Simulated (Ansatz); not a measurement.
Born–Oppenheimer molecular dynamics of a periodic cell of 28 atoms, H₅C₂ (host H5C2, host structure P2_1/c). It goes on from the last frame of an earlier run, with new velocities.

All numbers below come from Ansatz 0.2.0, DFT PBE-D3(BJ), scalar-relativistic, plane waves, PAW. Settings: accuracy low, cutoff 420 eV, k mesh 2x2x2, fermi-dirac smearing 0.05 eV, no spin polarisation.

```
ensemble            : NVT, Nosé–Hoover chain
time step           : 0.75 fs
steps asked         : 200
set temperature     : 1920 K
starting velocities : zero
thermostat          : time constant 100 fs, chain length 1
seed                : 420805
```

Frames 15 fs apart, positions in Å.

Velocities at 22.5 fs (Å/ps):

```
H -37.84 -29.73 -17.37
H -7.07 -11.20 -10.81
H -5.59 3.49 -6.45
H -6.29 8.08 -4.31
H -37.25 1.74 -16.07
H 10.83 -2.56 16.81
H 69.22 12.23 0.62
H 2.11 -3.64 7.57
H -10.98 11.72 -9.17
H -2.80 6.86 -10.27
H 12.98 -30.54 3.33
H -5.65 -24.88 -13.99
H -6.04 -21.13 13.43
H -15.49 16.64 -9.11
H 0.61 -11.31 23.99
H 13.25 1.82 -23.39
H -6.98 18.02 1.52
H -13.87 18.61 -17.28
H 5.80 -4.80 -17.27
H 9.07 -4.16 20.58
C -12.86 -3.44 7.26
C -0.24 -1.40 10.27
C 3.36 4.96 -6.29
C -1.30 6.76 0.93
C 5.95 -1.40 -7.82
C -3.19 7.37 2.07
C 4.94 -7.17 -3.71
C 6.03 -1.92 2.97
```

```xyz
28
Lattice="5.4080 0.0000 0.0000 0.0000 4.8870 0.0000 -1.8399 0.0000 7.0385" Properties=species:S:1:pos:R:3 time_fs=22.5 energy_less_start_eV=-1.326 T=398
H 0.516 4.630 1.624
H 4.342 1.693 2.095
H 3.066 0.916 5.914
H -0.661 2.456 5.051
H 1.349 4.561 -0.012
H 3.274 1.323 3.293
H 2.408 1.220 7.493
H 0.657 2.658 3.729
H 2.350 1.422 1.462
H 2.473 3.425 2.405
H 1.333 4.045 6.282
H 1.203 0.408 3.627
H 0.678 2.499 1.101
H 3.853 4.264 2.590
H 2.981 3.162 6.204
H 1.045 0.736 5.354
H 0.078 2.171 6.870
H 2.928 3.600 3.985
H 4.101 3.210 0.553
H -0.220 -0.192 4.278
C 0.739 5.245 0.610
C 4.080 2.074 3.035
C 2.958 0.359 6.939
C -0.243 2.044 4.059
C 1.386 1.653 0.754
C 3.376 3.403 2.981
C 2.388 3.939 6.733
C 0.429 0.704 4.323
28
Lattice="5.4080 0.0000 0.0000 0.0000 4.8870 0.0000 -1.8399 0.0000 7.0385" Properties=species:S:1:pos:R:3 time_fs=37.5 energy_less_start_eV=-1.899 T=596
H 0.483 4.797 1.582
H 4.394 1.770 2.123
H 3.261 0.863 5.856
H -0.528 2.452 5.045
H 1.375 4.362 0.197
H 3.311 1.373 3.561
H 2.104 0.923 7.201
H 0.481 2.883 3.783
H 2.315 1.607 1.282
H 2.476 3.351 2.226
H 1.536 3.649 6.139
H 0.946 0.382 3.374
H 0.793 2.312 1.254
H 4.121 4.150 2.641
H 3.201 3.408 6.136
H 1.199 0.807 5.075
H -0.272 1.940 6.803
H 2.943 3.901 3.919
H 4.164 3.589 0.677
H -0.268 0.056 4.765
C 0.680 5.123 0.572
C 3.997 2.098 3.168
C 2.961 0.464 6.810
C -0.154 2.085 4.104
C 1.438 1.617 0.755
C 3.276 3.492 2.993
C 2.397 3.809 6.699
C 0.496 0.703 4.355
28
Lattice="5.4080 0.0000 0.0000 0.0000 4.8870 0.0000 -1.8399 0.0000 7.0385" Properties=species:S:1:pos:R:3 time_fs=52.5 energy_less_start_eV=-2.560 T=840
H 0.295 4.700 1.482
H 4.211 1.731 2.359
H 3.151 0.633 5.669
H -0.280 2.673 5.116
H 1.267 4.429 0.105
H 3.183 1.448 3.759
H 2.372 1.071 7.186
H 0.612 2.772 3.664
H 2.419 1.310 1.237
H 2.516 3.439 2.298
H 1.539 3.672 6.026
H 0.542 0.217 3.450
H 0.984 2.157 1.492
H 3.982 4.265 2.664
H 3.178 3.038 6.203
H 1.549 0.916 4.754
H -0.234 2.028 6.836
H 2.899 3.958 3.976
H 3.994 3.433 0.552
H -0.053 0.201 5.068
C 0.651 5.170 0.618
C 3.934 2.148 3.322
C 2.932 0.291 6.666
C -0.169 2.179 4.152
C 1.423 1.516 0.714
C 3.327 3.492 3.040
C 2.501 3.818 6.593
C 0.482 0.817 4.330
28
Lattice="5.4080 0.0000 0.0000 0.0000 4.8870 0.0000 -1.8399 0.0000 7.0385" Properties=species:S:1:pos:R:3 time_fs=67.5 energy_less_start_eV=-1.437 T=610
H 0.243 4.775 1.610
H 3.959 1.514 2.609
H 3.543 0.696 5.639
H -0.320 2.928 5.084
H 1.326 4.267 0.239
H 3.204 1.639 4.080
H 2.096 0.838 6.695
H 0.470 2.893 3.387
H 2.549 1.044 1.054
H 2.497 3.514 2.430
H 1.593 3.730 5.672
H 0.185 0.271 3.480
H 0.964 2.341 1.444
H 4.070 4.195 2.666
H 3.267 2.964 6.179
H 1.608 1.040 4.289
H -0.159 2.139 6.850
H 2.873 3.979 4.013
H 3.930 3.144 0.413
H 0.112 0.321 5.238
C 0.624 5.085 0.504
C 3.947 2.183 3.447
C 3.045 0.231 6.620
C -0.166 2.300 4.134
C 1.460 1.505 0.816
C 3.333 3.541 3.140
C 2.400 3.643 6.481
C 0.449 0.932 4.361
28
Lattice="5.4080 0.0000 0.0000 0.0000 4.8870 0.0000 -1.8399 0.0000 7.0385" Properties=species:S:1:pos:R:3 time_fs=82.5 energy_less_start_eV=-1.132 T=627
H 0.292 4.609 1.567
H 3.958 1.628 2.595
H 3.375 0.179 5.464
H -0.133 2.957 5.024
H 1.454 4.263 0.253
H 3.279 1.748 4.340
H 2.377 0.821 6.865
H 0.515 3.066 3.497
H 2.309 1.359 1.394
H 2.375 3.520 2.526
H 1.671 3.506 5.585
H -0.012 0.318 3.675
H 0.869 1.960 1.484
H 4.152 4.095 2.649
H 3.171 2.906 6.011
H 1.488 0.950 4.306
H -0.208 1.950 6.956
H 3.150 4.205 4.077
H 3.765 3.506 0.229
H 0.289 0.888 5.400
C 0.725 5.018 0.634
C 3.808 2.246 3.569
C 2.988 0.063 6.455
C -0.095 2.419 4.095
C 1.490 1.430 0.815
C 3.276 3.613 3.178
C 2.396 3.576 6.326
C 0.492 1.037 4.363
28
Lattice="5.4080 0.0000 0.0000 0.0000 4.8870 0.0000 -1.8399 0.0000 7.0385" Properties=species:S:1:pos:R:3 time_fs=97.5 energy_less_start_eV=-1.355 T=831
H 0.250 4.508 1.361
H 3.783 1.677 2.859
H 3.716 0.507 5.768
H -0.043 3.227 4.874
H 1.426 4.075 0.220
H 3.192 1.994 4.444
H 2.416 0.720 6.749
H 0.407 2.888 3.205
H 2.248 1.189 1.500
H 2.221 3.543 2.821
H 1.677 3.593 5.431
H 0.093 0.340 3.903
H 0.768 2.159 1.365
H 3.655 4.211 2.332
H 2.953 2.574 6.118
H 1.646 1.127 4.016
H 0.008 1.720 7.010
H 3.156 4.519 3.931
H 3.590 3.046 0.032
H 0.484 0.751 5.431
C 0.670 4.800 0.474
C 3.880 2.391 3.638
C 3.234 -0.028 6.552
C -0.161 2.500 4.069
C 1.337 1.370 0.854
C 3.233 3.692 3.164
C 2.414 3.535 6.318
C 0.514 1.147 4.409
28
Lattice="5.4080 0.0000 0.0000 0.0000 4.8870 0.0000 -1.8399 0.0000 7.0385" Properties=species:S:1:pos:R:3 time_fs=112.5 energy_less_start_eV=-0.515 T=774
H 0.490 4.043 1.586
H 3.636 1.694 2.918
H 3.544 0.098 5.385
H 0.065 3.361 4.869
H 1.714 4.152 0.272
H 3.237 2.123 4.428
H 2.505 0.695 6.834
H 0.417 2.991 3.080
H 1.952 1.114 1.883
H 2.040 3.696 3.117
H 1.900 3.796 5.410
H 0.026 0.396 3.811
H 0.180 1.697 0.979
H 3.521 3.953 2.068
H 3.259 2.733 6.277
H 1.595 1.315 4.063
H -0.126 1.798 7.011
H 3.312 4.576 3.775
H 3.706 3.471 0.230
H 0.577 1.060 5.524
C 0.788 4.683 0.612
C 3.797 2.534 3.609
C 3.207 -0.117 6.530
C -0.069 2.575 4.047
C 1.231 1.116 0.854
C 3.136 3.801 3.102
C 2.466 3.525 6.300
C 0.573 1.258 4.412
28
Lattice="5.4080 0.0000 0.0000 0.0000 4.8870 0.0000 -1.8399 0.0000 7.0385" Properties=species:S:1:pos:R:3 time_fs=127.5 energy_less_start_eV=-0.562 T=987
H 0.310 3.877 1.391
H 3.851 1.873 2.683
H 4.023 0.220 5.766
H -0.064 3.406 4.739
H 1.562 3.725 0.013
H 3.352 2.194 4.531
H 2.788 0.696 7.031
H 0.433 3.249 3.197
H 1.636 1.428 1.922
H 2.024 3.876 3.175
H 1.895 3.196 5.500
H 0.171 0.509 3.893
H 0.268 1.698 1.183
H 3.269 3.969 1.932
H 3.030 2.588 6.224
H 1.653 1.247 4.327
H -0.154 1.421 7.247
H 3.631 4.851 3.418
H 3.557 3.254 0.138
H 0.453 1.313 5.405
C 0.832 4.422 0.542
C 3.817 2.567 3.612
C 3.324 -0.151 6.576
C -0.142 2.744 3.909
C 1.144 1.113 1.044
C 3.118 3.889 3.033
C 2.436 3.431 6.378
C 0.590 1.373 4.356
```

Of the whole run (150 fs, mean temperature of the second half 885 K): The conserved energy stayed within 1.9 meV per atom of its start (net change -0.73 meV per atom), so there is no drift, though single steps change it by up to 32 meV in the whole system, a sign of fast motions only just resolved. The mean temperature of the second half is 54 % below the set value. A run of 0.15 ps of so small a system gives no equilibrium averages. Limits of this set-up: coarse k mesh, low accuracy level.

Time of the run: 8.4 min on 1 thread of Arm Neoverse V1, on a shared host, peak memory 0.44 GiB.
